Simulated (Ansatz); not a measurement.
Crystal: Rh.

```xyz
4
Lattice="2.6917 0.0000 0.0000 -1.3459 2.3311 0.0000 0.0000 0.0000 8.7981" Properties=species:S:1:pos:R:3 pbc="T T T"
Rh    1.3459    0.7770    6.5986
Rh    0.0000    0.0000    4.3990
Rh    0.0000    1.5541    2.1995
Rh    0.0000    0.0000    0.0000
```

This isn't the form of Rh at room conditions, which is fcc.

| Item | Value |
| --- | --- |
| Program | Ansatz 0.2.0 |
| Task | relaxation of cell and atoms |
| Functional | PBEsol |
| Potentials or basis | Ansatz PAW |
| Cutoff | 420 eV (not typed: the program's choice for these potentials) |
| k mesh | 11 × 11 × 3 |
| Occupations | fermi-dirac, width 0.05 eV |
| Spin | no spin polarisation |

At the start: volume 13.80 Å³/atom.

Question: Where does the relaxation end?

Answer: It ends after 5 steps and the volume is 13.53 Å³/atom (-2.0 %); space group P6_3/mmc (No. 194, to 0.05 Å).

The path:
| step | energy change (eV) | largest force (eV/Å) | volume (Å³) |
| --- | --- | --- | --- |
| 1 | 0.0000 | 0.0000 | 55.21 |
| 2 | -0.0018 | 0.0000 | 53.07 |
| 3 | -0.0207 | 0.0000 | 54.16 |
| 4 | -0.0207 | 0.0000 | 54.13 |
| 5 | -0.0201 | 0.0000 | 54.13 |

Final structure:
```cif
data_structure
_symmetry_space_group_name_H-M 'P 1'
_symmetry_Int_Tables_number 1
_cell_length_a 2.6783
_cell_length_b 2.6783
_cell_length_c 8.7131
_cell_angle_alpha 90.000
_cell_angle_beta 90.000
_cell_angle_gamma 120.000
_cell_volume 54.13
loop_
_atom_site_label
_atom_site_type_symbol
_atom_site_fract_x
_atom_site_fract_y
_atom_site_fract_z
_atom_site_occupancy
Rh1 Rh 0.66667 0.33333 0.75000 1
Rh2 Rh 0.00000 0.00000 0.50000 1
Rh3 Rh 0.33333 0.66667 0.25000 1
Rh4 Rh 0.00000 0.00000 0.00000 1
```

Caveat: the plane-wave basis is chosen anew once the cell has moved, so the energies of steps on either side of that aren't comparable; the PAW data sets come from PBE, with cores solved anew for the run's functional, which leaves a small shift of forces and pressure.
